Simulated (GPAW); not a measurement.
Runs of GPAW 26.7.0 on ZnS (Wurtzite-2H). The structure is hexagonal, space group P6_3mc (No. 186). Conventional cell: a = 3.811 Å, b = 3.811 Å, c = 6.234 Å, α = 90.00°, β = 90.00°, γ = 120.00°. Zn (site symmetry 3m) has 4 S at 2.31 to 2.40 Å as nearest neighbours. S (site symmetry 3m) has 4 Zn at 2.31 to 2.40 Å as nearest neighbours. 

```csv
task,level,potentials or basis,cell,optimizer,fmax,max steps,band path,band points,gap on the mesh (eV),pressure (GPa),relaxed volume (Å³/atom),largest force (eV/Å)
relaxation of cell and atoms,BP86+D3(BJ),"PAW data sets generated in the run's folder for this functional, pw",relaxed,BFGS,0.05 eV/Å,40,-,-,2.38,0.1,18.68,0.04
relaxation of cell and atoms,LDA,"the program's PAW data sets (release 1.2.1) made for this functional, pw",relaxed,FIRE,0.05 eV/Å,40,-,-,(c),0.2,(a),0.03
band structure,WC,"PAW data sets generated in the run's folder for this functional, pw",as given,-,-,-,"GMKGALHA,LM,KH",60,2.07,-1.4,-,0.31
relaxation of cell and atoms,rSCAN,"GPAW PAW data sets (gpaw-data 1.2.1), pw",relaxed,LBFGS,0.02 eV/Å,60,-,-,2.80,0.1,(b),0.01
```

Alike in all rows: no spin polarisation; k mesh 6 × 6 × 3; cutoff (eV) 600; smearing fermi-dirac 0.05 eV.

Problem. Estimate the missing entries.

Solution. (a) 18.45; (b) 19.43; (c) 2.24.

Caveats: later steps reuse the first step's grids (some runs); the PAW data sets were made with another functional, which shifts forces and pressure a little (some runs).

Runs at the PBE level aren't shown here.
